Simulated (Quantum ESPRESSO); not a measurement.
# MoS2 in Quantum ESPRESSO: the effect of Hubbard term

Crystal: MoS2.

```xyz
6
Lattice="3.1690 0.0000 0.0000 -1.5845 2.7444 0.0000 0.0000 0.0000 12.3240" Properties=species:S:1:pos:R:3 pbc="T T T"
Mo    1.5845    0.9148    9.2430
Mo    0.0000    1.8296    3.0810
S     1.5845    0.9148    4.6461
S     0.0000    1.8296   10.8081
S     1.5845    0.9148    1.5159
S     0.0000    1.8296    7.6779
```

Alike in all runs:

* Program: Quantum ESPRESSO 7.5
* Task: Hubbard U by linear response
* Functional: PBEsol
* Potentials or basis: GBRV 1.5 PBEsol
* Cutoff: 612 eV
* Density cutoff: 4898 eV
* k mesh: 4 × 4 × 1
* Occupations: fermi-dirac, width 0.05 eV
* Spin: no spin polarisation
* Start of the occupations: default
* Hubbard projectors: ortho-atomic
* Mixing beta: 0.3
* Most SCF iterations: 120
* SCF threshold: 1.2e-09 Ry
* q mesh: 2 × 2 × 1

| Hubbard term | gap on the mesh (eV) | pressure (GPa) | largest force (eV/Å) |
| --- | --- | --- | --- |
| Mo d U = 0.0001 eV | 1.17 | -3.5 | 0.39 |
| Mo d U = 2.0 eV | 1.22 | -3.5 | 0.39 |
| Mo d U = 4.0 eV | ? | ? | ? |
| Mo d U = 6.0 eV | 1.30 | -2.9 | 0.42 |
| Mo d U = 8.0 eV | 1.48 | -0.6 | 0.46 |

What does the run with Hubbard term Mo d U = 4.0 eV give?

gap on the mesh 1.25 eV; pressure -3.3 GPa; largest force 0.40 eV/Å.

Worked out: A parabola through the other rows of the gap on the mesh, of slope 0.035 eV per eV there, gives 1.24 eV, against the run's 1.25. A parabola through the other rows of the pressure, of slope 0.32 GPa per eV there, gives -3.6 GPa, against the run's -3.3. A parabola through the other rows of the largest force, of slope 0.0085 eV/Å per eV there, gives 0.40 eV/Å, against the run's 0.40.

Caveats: all runs use coarse meshes; an odd mesh through Γ misses points on the zone boundary, where band edges often lie; this functional lacks dispersion, which binds the layers, so the pressure and a relaxed spacing across them are unreliable.
